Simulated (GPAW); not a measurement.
A calculation with GPAW 26.7.0 of V (ASE script, structure typed inline):

Contents of run.py:

```python
from ase import Atoms
from ase.dft.bandgap import bandgap
from ase.io import write
from ase.units import GPa
from gpaw import GPAW, PW

atoms = Atoms(['V'],
              cell=[[-1.51435, 1.51435, 1.51435],
                    [1.51435, -1.51435, 1.51435],
                    [1.51435, 1.51435, -1.51435]],
              scaled_positions=[[0.0, 0.0, 0.0]],
              pbc=True)
atoms.set_initial_magnetic_moments([3.0])

calc = GPAW(mode=PW(500),
            xc='PBE',
            kpts={'size': (10, 10, 10), 'gamma': True},
            occupations={'name': 'fermi-dirac', 'width': 0.05},
            nbands=15,
            maxiter=120,
            txt='gpaw.txt')
atoms.calc = calc
energy = atoms.get_potential_energy()
forces = atoms.get_forces()
stress = atoms.get_stress()
calc.write('gs.gpw')
write('result.traj', atoms)
print(f'Energy: {energy:.6f} eV')
print('Forces (eV/A):')
print(forces.round(4))
print('Stress (GPa):', (stress / GPa).round(3))
print('Moments:', calc.get_magnetic_moments().round(3))
print('Fermi level:', round(calc.get_fermi_level(), 4), 'eV')
print(f'Gap: {bandgap(calc)[0]:.4f} eV, direct: {bandgap(calc, direct=True)[0]:.4f} eV')
```

Potentials or basis: GPAW PAW data sets (gpaw-data 1.2.1), pw.

Run with:

```console
$ OMP_NUM_THREADS=1 python run.py
```

Task: Write the same calculation in another form: ASE script, structure from a POSCAR.

Result: As run:

The input run.py:

```python
from ase.dft.bandgap import bandgap
from ase.io import read, write
from ase.units import GPa
from gpaw import GPAW, PW

atoms = read('POSCAR')
atoms.set_initial_magnetic_moments([3.0])

calc = GPAW(mode=PW(500),
            xc='PBE',
            kpts={'size': (10, 10, 10), 'gamma': True},
            occupations={'name': 'fermi-dirac', 'width': 0.05},
            nbands=15,
            maxiter=120,
            txt='gpaw.txt')
atoms.calc = calc
energy = atoms.get_potential_energy()
forces = atoms.get_forces()
stress = atoms.get_stress()
calc.write('gs.gpw')
write('result.traj', atoms)
print(f'Energy: {energy:.6f} eV')
print('Forces (eV/A):')
print(forces.round(4))
print('Stress (GPa):', (stress / GPa).round(3))
print('Moments:', calc.get_magnetic_moments().round(3))
print('Fermi level:', round(calc.get_fermi_level(), 4), 'eV')
print(f'Gap: {bandgap(calc)[0]:.4f} eV, direct: {bandgap(calc, direct=True)[0]:.4f} eV')
```

POSCAR

```
V
1.0
   -1.5143500000      1.5143500000      1.5143500000
    1.5143500000     -1.5143500000      1.5143500000
    1.5143500000      1.5143500000     -1.5143500000
V
1
Direct
    0.0000000000      0.0000000000      0.0000000000
```

Potentials or basis: GPAW PAW data sets (gpaw-data 1.2.1), pw.

Run with:

```sh
$ OMP_NUM_THREADS=1 python run.py
```

Both were run:

|  | ASE script, structure typed inline | ASE script, structure from a POSCAR |
| --- | --- | --- |
| Pressure | -3.8 GPa | -3.8 GPa |
| Band gap on the k mesh | none (metal or under the smearing width) | none (metal or under the smearing width) |
| Net moment | 0.00 μB per cell | 0.00 μB per cell |

Keys that steer only the numerical path or the files written may differ.

Caveat: the cutoff is short for stress and forces, so pressures can be off by a GPa or more.
